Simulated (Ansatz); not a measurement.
InAs:

```
In As
1.0
     0.00000    3.01800    3.01800
     3.01800    0.00000    3.01800
     3.01800    3.01800    0.00000
In As
1 1
Direct
  0.00000 0.00000 0.00000
  0.75000 0.75000 0.75000
```

Program: Ansatz 0.2.0. Alike in all runs: potentials or basis Ansatz PAW; no spin polarisation; cell as given; k mesh 8 × 8 × 8; cutoff (eV) 420.

**Question.** Order these runs on this cell by their pressure, lowest first.
A. level BLYP; smearing fermi-dirac 0.05 eV; points for each segment of the path 14
B. level PBEsol; smearing gaussian 0.05 eV
C. level RPBE+D3(BJ); smearing fermi-dirac 0.1 eV
D. level LDA; smearing gaussian 0.02 eV

**Answer.** C (-3.9 GPa), D (-0.3 GPa), B (1.5 GPa), A (7.5 GPa).

Caveats: the PAW data sets come from PBE, with cores solved anew for the run's functional, which leaves a small shift of forces and pressure; pairwise dispersion overbinds metals, which lowers pressure and volume (some runs).

Runs at the PBE level aren't shown here.
